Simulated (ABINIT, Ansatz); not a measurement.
**GaP (F-43m): the LO frequency by hand**

How high does the longitudinal optical mode of GaP (F-43m) lie, given the transverse one, the Born charge and ε∞?

Program: ABINIT 10.8.3. Level of theory: DFT LDA, scalar-relativistic, plane waves, PseudoDojo norm-conserving pseudopotentials. Results are calculated unless marked as measured.

## (1) The relaxed structure

The structure is cubic, space group F-43m (No. 216). The conventional cell has a = 5.388 Å, b = 5.388 Å, c = 5.388 Å, α = 90.00°, β = 90.00°, γ = 90.00°. Nearest to Ga lie 4 P at 2.33 Å. Nearest to P lie 4 Ga at 2.33 Å. Farther neighbours are not listed.

As a file:

```xyz
2
Lattice="0.0000 2.6938 2.6938 2.6938 0.0000 2.6938 2.6938 2.6938 0.0000" Properties=species:S:1:pos:R:3 pbc="T T T"
Ga    0.0000    0.0000    0.0000
P     1.3469    1.3469    1.3469
```

This is the cell after its relaxation at this level of theory, not the database cell from which that began.

## (2) What the response run gave

A linear-response run on the relaxed cell, with the response to an electric field; only its zone-centre results are used. Cutoff 44 Ha, k mesh 6×6×6 with shifts.

Numbers of over 12 decimals in the logs are rounded to 6 here.

The program printed:

```text
[banners, grids, parts of the stress and lines that vanish by symmetry left out]
- input  file    -> dfpt_gamma.abi
- output file    -> dfpt_gamma.abo
- root for input  files -> dfpt_gammai
[...]
DATASET    1 : space group F-4 3 m (#216); Bravais cF (face-center cubic)
[...]
nfft =       91125          nkpt =         432
[...]
DATASET    2 : space group F-4 3 m (#216); Bravais cF (face-center cubic)
[...]
nfft =       91125          nkpt =         432
[...]
== DATASET  1 ==================================================================
[...]
cutoff_energies: {ecut:  44.0, pawecutdg:  -1.0, }
[...]
- 15.00000   5.00000  180309                  znucl, zion, pspdat
[...]
Perturbation : derivative vs k along direction   1
[...]
-ETOT  1  -42.835289015820     -4.284E+01 1.365E+00 0.000E+00
 ETOT  2  -42.990511359508     -1.552E-01 7.383E-02 0.000E+00
 ETOT  3  -42.993910863054     -3.400E-03 5.103E-03 0.000E+00
 ETOT  4  -42.994081776845     -1.709E-04 6.353E-04 0.000E+00
 ETOT  5  -42.994093998400     -1.222E-05 5.553E-05 0.000E+00
[...]
At SCF step   22   max residual=  1.00E-20 < tolwfr=  1.00E-20 =>converged.
[...]
Perturbation : derivative vs k along direction   2
[...]
-ETOT  1  -42.835289015522     -4.284E+01 1.365E+00 0.000E+00
[...]
At SCF step   22   max residual=  1.00E-20 < tolwfr=  1.00E-20 =>converged.
[...]
Perturbation : derivative vs k along direction   3
[...]
-ETOT  1  -42.835289015224     -4.284E+01 1.365E+00 0.000E+00
[...]
At SCF step   22   max residual=  1.00E-20 < tolwfr=  1.00E-20 =>converged.
[...]
1        1       1.8447651065   -0.0000000000
     1        2       0.9223825533   -0.0000000000
     1        3       0.9223825532   -0.0000000000
     2        1       0.9223825533   -0.0000000000
     2        2       1.8447651065   -0.0000000000
     2        3       0.9223825532   -0.0000000000
     3        1       0.9223825532   -0.0000000000
     3        2       0.9223825532   -0.0000000000
     3        3       1.8447651065   -0.0000000000
[...]
== DATASET  2 ==================================================================
[...]
cutoff_energies: {ecut:  44.0, pawecutdg:  -1.0, }
[...]
Perturbation : displacement of atom   1   along direction   1
[...]
-ETOT  1   23.818733892876     -3.102E+04 3.377E+01 1.292E+02
[...]
At SCF step   11       vres2   =  3.70E-11 < tolvrs=  1.00E-10 =>converged.
[...]
At SCF step   10       vres2   =  1.56E-11 < tolvrs=  1.00E-10 =>converged.
[...]
-ETOT  1   3.922948     -1.045E+02 3.488E-01 1.585E+04
[...]
ETOT  9  0.863693     -1.673E-10 3.393E-10 4.155E-09
 ETOT 10  0.863693     -9.152E-12 1.831E-11 1.460E-11
 At SCF step   10       vres2   =  1.46E-11 < tolvrs=  1.00E-10 =>converged.
[...]
Dielectric tensor, in cartesian coordinates,
[...]
1    4   1    4        10.7631662317        -0.0000000000
   1    4   2    4         0.0000000000        -0.0000000000
   1    4   3    4         0.0000000000        -0.0000000000
   2    4   1    4         0.0000000000        -0.0000000000
   2    4   2    4        10.7631662317        -0.0000000000
   2    4   3    4         0.0000000000        -0.0000000000
   3    4   1    4         0.0000000000        -0.0000000000
   3    4   2    4         0.0000000000        -0.0000000000
   3    4   3    4        10.7631662317        -0.0000000000
  Effective charges, in cartesian coordinates,
[...]
1    1   1    4         2.0463849615         0.0000000000
   2    1   1    4        -0.0000000000         0.0000000000
   3    1   1    4         0.0000000000         0.0000000000
   1    2   1    4        -2.0550101896         0.0000000000
   2    2   1    4         0.0000000000         0.0000000000
[...]
Effective charges, in cartesian coordinates,
[...]
Rigid-atom elastic tensor , in cartesian coordinates,
[...]
Rigid-atom proper piezoelectric tensor, in cartesian coordinates,
[...]
2    4   2    6        -0.0135123695         0.0000000000
   2    4   3    6         0.0000000000         0.0000000000
   3    4   1    5        -0.0000000000         0.0000000000
   3    4   2    5        -0.0000000000         0.0000000000
   3    4   3    5         0.0000000000         0.0000000000
   3    4   1    6         0.0000000000         0.0000000000
   3    4   2    6         0.0000000000         0.0000000000
   3    4   3    6        -0.0135123691         0.0000000000
  Phonon wavevector (reduced coordinates) :  0.00000  0.00000  0.00000
 Phonon energies in Hartree :
[...]
Phonon frequencies in cm-1    :
-  8.431548E-01  8.431549E-01  8.431550E-01  3.651007E+02  3.651007E+02
-  3.651007E+02
  Phonon at Gamma, with non-analyticity in the
[...]
Phonon energies in Hartree :
[...]
Phonon frequencies in cm-1    :
-  8.431548E-01  8.431549E-01  8.859332E-01  3.651007E+02  3.651007E+02
-  3.953046E+02
  Phonon at Gamma, with non-analyticity in the
[...]
Phonon energies in Hartree :
[...]
Phonon frequencies in cm-1    :
-  8.431548E-01  8.431550E-01  8.859331E-01  3.651007E+02  3.651007E+02
-  3.953046E+02
  Phonon at Gamma, with non-analyticity in the
[...]
Phonon energies in Hartree :
[...]
Phonon frequencies in cm-1    :
-  8.431549E-01  8.431550E-01  8.859330E-01  3.651007E+02  3.651007E+02
-  3.953046E+02
[...]
fcart2     0.0000000000E+00  0.0000000000E+00  0.0000000000E+00
           strten2     0.0000000000E+00  0.0000000000E+00  0.0000000000E+00
================================================================================
```

```csv
quantity,value
cell volume Ω (Å³),39.095
mass of Ga (u),69.723
mass of P (u),30.974
"Born charge of Ga, raw (e)",2.046
"Born charge of P, raw (e)",-2.055
ε∞,10.763
ω(TO) after the sum rule (cm⁻¹),365.1
```

## (3) The calculation

The charges must sum to zero over the cell; taking off their mean, -0.004 e, leaves Z* = 2.051 e on Ga. In the polar mode Ga moves against P, so the reduced mass is μ = 69.72 × 30.97 / 100.70 = 21.446 u.

A longitudinal wave builds up a field that adds to the restoring force: ω(LO)² = ω(TO)² + 4π Z*² / (μ Ω ε∞), in Hartree atomic units. With μ = 39094 electron masses and Ω = 263.83 bohr³ the second term is 4.7603e-07 Ha², or 22930 cm⁻² (1 Ha = 219474.6 cm⁻¹).

So ω(LO) = √(133298 + 22930) = 395.3 cm⁻¹, and by the Lyddane-Sachs-Teller relation ε₀ = ε∞ (ω(LO)/ω(TO))² = 12.61.

## (4) Check against the program

The analysis program adds the same non-analytic term to the full matrix.

The program printed:

```text
[banners, grids, parts of the stress and lines that vanish by symmetry left out]
-outvars_anaddb: echo values of input variables ----------------------

 Flags :
[...]
Dielectric Tensor and Effective Charges
[...]
Effective charge tensors after
[...]
Phonon wavevector (reduced coordinates) :  0.00000  0.00000  0.00000
 Phonon energies in Hartree :
[...]
Phonon energies in meV     :
-  0.000000E+00  0.000000E+00  0.000000E+00  4.526667E+01  4.526667E+01
-  4.526667E+01
 Phonon frequencies in cm-1    :
-  0.000000E+00  0.000000E+00  0.000000E+00  3.651003E+02  3.651003E+02
-  3.651003E+02
 Phonon frequencies in Thz     :
-  0.000000E+00  0.000000E+00  0.000000E+00  1.094543E+01  1.094543E+01
-  1.094543E+01
 Phonon energies in Kelvin  :
-  0.000000E+00  0.000000E+00  0.000000E+00  5.252979E+02  5.252979E+02
-  5.252979E+02
[...]
-  1  0.00000000E+00  0.00000000E+00  2.33406095E-03
-     0.00000000E+00  0.00000000E+00  0.00000000E+00
-  2  0.00000000E+00  0.00000000E+00  2.33406098E-03
-     0.00000000E+00  0.00000000E+00  0.00000000E+00
[...]
-  1  0.00000000E+00 -2.33406095E-03  0.00000000E+00
-     0.00000000E+00  0.00000000E+00  0.00000000E+00
-  2  0.00000000E+00 -2.33406098E-03  0.00000000E+00
-     0.00000000E+00  0.00000000E+00  0.00000000E+00
[...]
-  1  2.33406096E-03  0.00000000E+00  0.00000000E+00
-     0.00000000E+00  0.00000000E+00  0.00000000E+00
-  2  2.33406099E-03  0.00000000E+00  0.00000000E+00
-     0.00000000E+00  0.00000000E+00  0.00000000E+00
[...]
-  1  0.00000000E+00  0.00000000E+00  1.55568314E-03
-     0.00000000E+00  0.00000000E+00  0.00000000E+00
-  2  0.00000000E+00 -1.16931969E-07 -3.50189603E-03
-     0.00000000E+00  0.00000000E+00  0.00000000E+00
[...]
-  1  0.00000000E+00  1.55568314E-03  0.00000000E+00
-     0.00000000E+00  0.00000000E+00  0.00000000E+00
-  2  0.00000000E+00 -3.50189603E-03  1.16932869E-07
-     0.00000000E+00  0.00000000E+00  0.00000000E+00
[...]
-  1  1.55568314E-03  0.00000000E+00  0.00000000E+00
-     0.00000000E+00  0.00000000E+00  0.00000000E+00
-  2 -3.50189604E-03  0.00000000E+00  0.00000000E+00
-     0.00000000E+00  0.00000000E+00  0.00000000E+00
[...]
-     1         -0.000000    -0.000000    -0.000000     0.000000
-     2         -0.000000     0.000000    -0.000000     0.000000
-     3         -0.000000    -0.000000     0.000000     0.000000
-     4          0.000035     0.000090     2.706641     2.706641
-     5          0.000053     2.706641    -0.000090     2.706641
-     6          2.706641    -0.000053    -0.000035     2.706641
[...]
-   1     Real    0.0000E+00  0.0000E+00  0.0000E+00  0.0000E+00  0.0000E+00  0.0000E+00  0.0000E+00
[...]
-     0.00000000E+00  0.00000000E+00  0.00000000E+00
-  2  0.00000000E+00  0.00000000E+00  2.33406098E-03
-     0.00000000E+00  0.00000000E+00  0.00000000E+00
[...]
Phonon at Gamma, with non-analyticity in the
[...]
Phonon energies in Hartree :
[...]
Phonon energies in meV     :
-  0.000000E+00  0.000000E+00  0.000000E+00  4.526667E+01  4.526667E+01
-  4.900565E+01
 Phonon frequencies in cm-1    :
-  0.000000E+00  0.000000E+00  0.000000E+00  3.651003E+02  3.651003E+02
-  3.952572E+02
 Phonon frequencies in Thz     :
-  0.000000E+00  0.000000E+00  0.000000E+00  1.094543E+01  1.094543E+01
-  1.184951E+01
 Phonon energies in Kelvin  :
-  0.000000E+00  0.000000E+00  0.000000E+00  5.252979E+02  5.252979E+02
-  5.686870E+02
[...]
Phonon at Gamma, with non-analyticity in the
[...]
Phonon energies in Hartree :
[...]
Phonon energies in meV     :
-  0.000000E+00  0.000000E+00  0.000000E+00  4.526667E+01  4.526667E+01
-  4.900565E+01
 Phonon frequencies in cm-1    :
-  0.000000E+00  0.000000E+00  0.000000E+00  3.651003E+02  3.651003E+02
-  3.952572E+02
 Phonon frequencies in Thz     :
-  0.000000E+00  0.000000E+00  0.000000E+00  1.094543E+01  1.094543E+01
-  1.184951E+01
 Phonon energies in Kelvin  :
-  0.000000E+00  0.000000E+00  0.000000E+00  5.252979E+02  5.252979E+02
-  5.686870E+02
[...]
-  1  0.00000000E+00  2.33406096E-03  0.00000000E+00
-     0.00000000E+00  0.00000000E+00  0.00000000E+00
-  2  0.00000000E+00  2.33406099E-03  0.00000000E+00
-     0.00000000E+00  0.00000000E+00  0.00000000E+00
[...]
-  1  2.33406096E-03  0.00000000E+00  0.00000000E+00
-     0.00000000E+00  0.00000000E+00  0.00000000E+00
-  2  2.33406099E-03  0.00000000E+00  0.00000000E+00
-     0.00000000E+00  0.00000000E+00  0.00000000E+00
[...]
-  1  2.30353283E-04  9.66617260E-04 -1.19697054E-03
-     0.00000000E+00  0.00000000E+00  0.00000000E+00
-  2 -5.18533130E-04 -2.17588856E-03  2.69442169E-03
-     0.00000000E+00  0.00000000E+00  0.00000000E+00
[...]
-  1  1.24914800E-03 -8.24065796E-04 -4.25082205E-04
-     0.00000000E+00  0.00000000E+00  0.00000000E+00
-  2 -2.81187493E-03  1.85500033E-03  9.56874602E-04
-     0.00000000E+00  0.00000000E+00  0.00000000E+00
[...]
Direction                     Dielectric constant
[...]
Elastic Tensor (clamped ion) (unit:10^2GP):
[...]
Elastic Tensor (relaxed ion) (unit:10^2GP):
[...]
Calculation of the tensor related to piezoelectric effetc
[...]
Proper piezoelectric constants (clamped ion) (unit:c/m^2)
[...]
Increase cutoff energy or k-points sampling.
[...]
Proper piezoelectric constants (relaxed ion) (unit:c/m^2)
[...]
0.00000000     -0.12676015      0.00000000
     -0.00000000     -0.00000000     -0.12676012
-
```

```csv
quantity,by hand,program
ω(LO) (cm⁻¹),395.3,395.3
ε₀,12.61,12.61
```

## (5) Results

```json
{
  "TO mode": "365.1 cm⁻¹",
  "LO mode": "395.3 cm⁻¹",
  "static dielectric constant": "12.61"
}
```

**Reading.** The LO mode of GaP (F-43m) lies at 395 cm⁻¹, 30 cm⁻¹ above the TO mode; the formula meets the program within 0.1 cm⁻¹, as it must for a cubic crystal with one polar mode. ω(LO)² − ω(TO)² goes with Z*²/ε∞: an error of 5 % in ε∞ would move the LO mode by 1.4 cm⁻¹, and semilocal functionals tend to overestimate ε∞. These are harmonic values at zero temperature, at the volume of this functional, for the structure held cubic; stability elsewhere in the zone is no part of this calculation.

[Host names and launcher messages were left out of these logs when they were recorded.]

[Logs are printed without paths, hosts, clocks, repeated set-up lines and the standing remarks that a program may print on its own settings, such as how far it seeks lower states.]

[Hosts, paths, dates, database ids (printed as entryN), source tags and the programs' standing remarks are cut or masked in the printed files.]
